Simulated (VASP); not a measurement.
The input files of a VASP run:

### KPOINTS
```
Automatic mesh
0
Gamma
14 14 8
0 0 0
```

### INCAR
```
LCHARG = .FALSE.
GGA = PE
SYSTEM = InN
LMAXMIX = 4   # l cut-off of mixed one-centre charges
ENCUT = 400   # plane-wave cut-off (eV)
ISMEAR = -1   # Fermi-Dirac
LREAL = .FALSE.
SIGMA = 0.1   # width (eV)
ALGO = Normal
NELM = 100
PREC = Accurate
LWAVE = .FALSE.
LASPH = .TRUE.
EDIFF = 1E-6
ISIF = 2   # forces and stress, cell fixed
```

POSCAR:
```
InN
1.0
  3.5903870000   0.0000000000   0.0000000000
 -1.7951930000   3.1093660000   0.0000000000
  0.0000000000   0.0000000000   5.7967650000
In N
2 2
Cartesian
  1.7951954619   1.0364542969   2.9011649472
 -0.0000014619   2.0729117031   0.0027824472
  1.7951954619   1.0364542969   5.0983707528
 -0.0000014619   2.0729117031   2.1999882528
```

POTCAR, in this order: In_d N (PBE.64 set). Program: vasp_std.

Problem. Write an equivalent input for Ansatz.

Solution. One equivalent input (not run):
Ansatz 0.2 input:
```yaml
crystal:
  lattice:
    - [3.5903870, 0.0000000, 0.0000000]
    - [-1.7951930, 3.1093660, 0.0000000]
    - [0.0000000, 0.0000000, 5.7967650]
  atoms:
    - { symbol: In, position: [0.6666670, 0.3333330, 0.5004800] }
    - { symbol: In, position: [0.3333330, 0.6666670, 0.0004800] }
    - { symbol: N, position: [0.6666670, 0.3333330, 0.8795200] }
    - { symbol: N, position: [0.3333330, 0.6666670, 0.3795200] }
kpoints:
  mp_grid: { grid: [14, 14, 8] }
hamiltonian:
  xc: pbe
  pseudopotentials: { kind: paw }
scf:
  occupations: { method: fermi_dirac, width: 0.1 }
  max_iter: 100
output: { forces: true, stress: true, eigenvalues: true }
```
What does not carry over: each code has its own PAW files, so the cut-off isn't converted (ENCUT is set for VASP's; basis.ecutwfc is left out, and Ansatz then takes the one that its files recommend); Ansatz stops its SCF on the density residual and VASP on the energy change (EDIFF).

The structure comes from a computed database's InN entry; how it stands against other phases isn't given here. The cell was not relaxed at this level.
